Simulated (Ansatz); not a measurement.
System: zinc-blende ZnTe. Method: PBE0 in Ansatz (PAW).

Run with plane-wave cutoff 460 eV, 8×8×8 k mesh, Fermi–Dirac smearing 0.01 eV, scalar-relativistic PAW data made under PBE.

Response to compression and expansion:

| V (Å³/atom) | P (GPa) | direct gap at Γ (eV) |
|---|---|---|
| 27.440 | 2.86 | 3.052 |
| 28.039 | 1.60 | 2.932 |
| 28.885 | 0.06 | 2.770 |
| 29.607 | -1.08 | 2.637 |
| 30.329 | -2.07 | 2.509 |

A straight line through the gaps at Γ against ln V gives a volume deformation potential dE_g(Γ)/d ln V of -5.4 eV: the gap at Γ widens under compression.

Measured, for comparison: band gap 2.43 eV (zero-point renormalisation of 40 meV (experimental, the table's column) added back here, direct; inputs from Miglio et al. (2020), arXiv:2011.12765).

Spin–orbit coupling is not included; with these elements it can move the gap by several tenths of an eV or more.

Ansatz is a quantum-chemistry and plane-wave program.
